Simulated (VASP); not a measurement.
**Si: relaxation of shape and atoms at fixed volume with LDA**

The system is Si.

```
CELL_PARAMETERS angstrom
2.62836 0.00000 0.00000
-1.31418 2.27623 0.00000
0.00000 0.00000 4.42213
ATOMIC_POSITIONS crystal
Si 0.33333 0.66667 0.25000
Si 0.66667 0.33333 0.75000
```

This isn't the form of Si at room conditions, which is diamond.

The cell isn't the ideal one: a relaxed cell with its volume scaled by 0.96.

```
Program                : VASP 6.6.1
Task                   : relaxation of shape and atoms at fixed volume
Functional             : LDA
Potentials or basis    : VASP PAW LDA potentials, release 64 (Si)
Cutoff                 : 600 eV
k mesh                 : 12 × 12 × 6
Occupations            : gaussian, width 0.03 eV
Spin                   : no spin polarisation
Further INCAR settings : ALGO = Normal; EDIFF = 1e-07; IBRION = 2; EDIFFG = -0.01; NSW = 40; ISIF = 4
```

* Pressure after relaxing: 4.6 GPa
* Band gap on the k mesh: none (metal or under the smearing width)

Stress tensor (GPa, compression positive):
```
4.58 0.00 0.00
0.00 4.58 0.00
0.00 0.00 4.67
```

Final structure:
```
CELL_PARAMETERS angstrom
2.62836 0.00000 0.00000
-1.31418 2.27623 0.00000
0.00000 0.00000 4.42213
ATOMIC_POSITIONS crystal
Si 0.33333 0.66667 0.25000
Si 0.66667 0.33333 0.75000
```

Levels at points of the mesh, in eV from the Fermi level:
```tsv
k point	band 1	band 2	band 3	band 4	band 5	band 6	band 7	band 8
(0.00, 0.00, 0.00)	-15.24	-8.29	-7.62	9.27	9.27	10.50	10.50	11.31
(0.50, 0.00, 0.00)	-8.62	-8.10	-1.84	-1.75	-1.29	-0.20	3.84	6.04
(0.00, 0.00, 0.50)	-13.40	-13.40	0.76	0.76	10.72	10.72	10.72	10.72
(0.50, 0.00, 0.50)	-6.88	-6.88	-6.25	-6.25	5.42	5.42	6.17	6.17
```

Run time: 9.2 s on 1 thread of Intel(R) Xeon(R) 6975P-C (Granite Rapids), on a shared host, peak memory 0.14 GiB.

Caveat: the relaxation stopped at its first step, so nothing moved.
